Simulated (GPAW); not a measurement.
MgB2:

```
Mg B
1.0
     3.08500    0.00000    0.00000
    -1.54250    2.67169    0.00000
     0.00000    0.00000    3.52300
Mg B
1 2
Direct
  0.00000 0.00000 0.00000
  0.66667 0.33333 0.50000
  0.33333 0.66667 0.50000
```

| Quantity | Value |
| --- | --- |
| Program | GPAW 26.7.0 |
| Task | relaxation of cell and atoms |
| Functional | PBEsol |
| Dispersion | D3(BJ)+ATM |
| Potentials or basis | PAW data sets generated in the run's folder for this functional |
| Cutoff | 800 eV |
| Basis | pw |
| k mesh | 7 × 7 × 6 |
| Occupations | fermi-dirac, width 0.05 eV |
| Spin | no spin polarisation |

At the start: pressure -6.5 GPa; volume 9.68 Å³/atom.

Problem. How do energy, volume and symmetry change on relaxing?

Solution. Over 7 steps the energy falls by 8.0 meV/atom and the volume is 9.28 Å³/atom (-4.1 %); space group P6/mmm (No. 191, to 0.05 Å).

The path:
```
step  energy change (eV)  largest force (eV/Å)  pressure (GPa)  volume (Å³)
   1              0.0000                0.0000           -6.46        29.04
   2             -0.0061                0.0000           -5.65        28.88
   3             -0.0237                0.0000            0.10        27.84
   4             -0.0238                0.0000           -0.10        27.87
   5             -0.0239                0.0000           -0.26        27.89
   6             -0.0240                0.0000           -0.30        27.88
   7             -0.0240                0.0000           -0.15        27.85
```

Final structure:
```cif
data_structure
_symmetry_space_group_name_H-M 'P 1'
_symmetry_Int_Tables_number 1
_cell_length_a 3.0427
_cell_length_b 3.0427
_cell_length_c 3.4731
_cell_angle_alpha 90.000
_cell_angle_beta 90.000
_cell_angle_gamma 120.000
_cell_volume 27.85
loop_
_atom_site_label
_atom_site_type_symbol
_atom_site_fract_x
_atom_site_fract_y
_atom_site_fract_z
_atom_site_occupancy
Mg1 Mg 0.00000 0.00000 0.00000 1
B1 B 0.66667 0.33333 0.50000 1
B2 B 0.33333 0.66667 0.50000 1
```

Caveat: later steps reuse the first step's grids; pairwise dispersion overbinds metals, which lowers pressure and volume.
